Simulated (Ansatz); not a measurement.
# Deforming ZnCu

```xyz
2
Lattice="2.9206 0.0000 0.0000 0.0000 2.9206 0.0000 0.0000 0.0000 2.9206" Properties=species:S:1:pos:R:3 pbc="T T T"
Zn    1.4603    1.4603    1.4603
Cu    0.0000    0.0000    0.0000
```

Atom numbers follow the list: Zn1, Cu2.

Structure from Materials Project entry mp-987 (possibly hypothetical), not relaxed further.

All numbers below come from DFT, r2SCAN, all-electron PAW with datasets made for the crystal, scalar-relativistic (Ansatz 0.2.0).

Numerical set-up: a Γ-centred 12×12×12 k mesh, Fermi–Dirac smearing of 0.05 eV, cutoff 300 eV (chosen by the program for this cell), no spin polarisation.

The unchanged cell is at -0.13 GPa.

In a metal, stresses and small energies carry noise from the k mesh.

x, y and z are the Cartesian axes of the cell as listed; fractional coordinates follow a strain, and an engineering shear is twice the off-diagonal strain component.

Question: One change gave: energy change under 1 meV/atom; stress change (xx, yy, zz, yz, xz, xy) 0.00, 0.00, 0.03, 0.00, 0.00, 0.92 GPa, compression positive. Which change was it?
A. xy engineering shear strain of -1 %
B. z strained by +1.5 % at fixed volume
C. atom 2 (Cu) moved by (0.0000, 0.0000, 0.1200) Å

Answer: A. For z strained by +1.5 % at fixed volume: energy change under 1 meV/atom; stress change (xx, yy, zz, yz, xz, xy) 0.14, 0.14, -0.34, 0.00, 0.00, 0.00 GPa, compression positive. For atom 2 (Cu) moved by (0.0000, 0.0000, 0.1200) Å: energy change +18 meV/atom; stress change (xx, yy, zz, yz, xz, xy) 1.16, 1.16, 0.23, 0.00, 0.00, 0.00 GPa, compression positive; change of the force on Cu2 (0.000, 0.000, -0.603) eV/Å.

Question: What force constant does this one finite step give for Cu2 along its displacement (all its periodic images move with it)?

Answer: k = −ΔF·u/|u|² = 5.03 eV/Å², so the force pulls the atom back.
